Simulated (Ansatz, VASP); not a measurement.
**Pd in VASP and in Ansatz**

INCAR

```
SYSTEM = Pd
  PREC = Accurate
  ENCUT = 520
  EDIFF = 1E-7
  ISMEAR = -1
  SIGMA = 0.1
  LREAL = .FALSE.
  LASPH = .TRUE.
  NELM = 60
  ALGO = Normal
  ISIF = 2
  LWAVE = .FALSE.
  LCHARG = .TRUE.
  GGA = PE
  LELF = .TRUE.
  LVHAR = .TRUE.
  NBANDS = 11
```

KPOINTS

```
regular mesh
0
G
  13 13 13
  0 0 0
```

Contents of POSCAR:

```
Pd
1.0
    2.7163030096      0.0000000000      0.0000000000
    0.0000000000      2.7163030096      0.0000000000
    0.0000000000      0.0000000000      2.7163030096
Pd
1
Direct
    0.0000000000      0.0000000000      0.0000000000
```

Input for Ansatz:

```yaml
crystal:
  lattice:
    - [2.7163030096, 0.0, 0.0]
    - [0.0, 2.7163030096, 0.0]
    - [0.0, 0.0, 2.7163030096]
  atoms:
    - { symbol: Pd, position: [0.0, 0.0, 0.0] }
hamiltonian:
  xc: pbe
  pseudopotentials:
    kind: paw
    azcp:
      Pd: "pseudopotentials/Pd.paw.azcp"
basis:
  ecutwfc: 420
  fft_grid_basis: typed
kpoints:
  mp_grid: { grid: [13, 13, 13], shift: [0, 0, 0] }
magnetization:
  spin_polarized: false
scf:
  occupations: { method: fermi_dirac, width: 0.1 }
  lower_state_search: "off"
output:
  stress: true
```

Alike in both runs: task single point; functional PBE; k mesh 13 × 13 × 13; occupations fermi-dirac, width 0.1 eV; no spin polarisation.

|  | VASP | Ansatz |
| --- | --- | --- |
| version | VASP 6.6.1 | Ansatz 0.2.0 |
| potentials or method | VASP PAW PBE potentials, release 64 (Pd) | plane waves (420 eV) with PAW, scalar-relativistic |
| plane-wave cutoff (eV) | 520 | 420 |
| valence electrons in the cell | 10 | 18 |

Ansatz gave:

| Quantity | Value |
| --- | --- |
| pressure (GPa) | -10.1 |

Which values does VASP return?

Pressure (GPa): -10.3.

The two sets of potentials don't hold the same shells in valence.
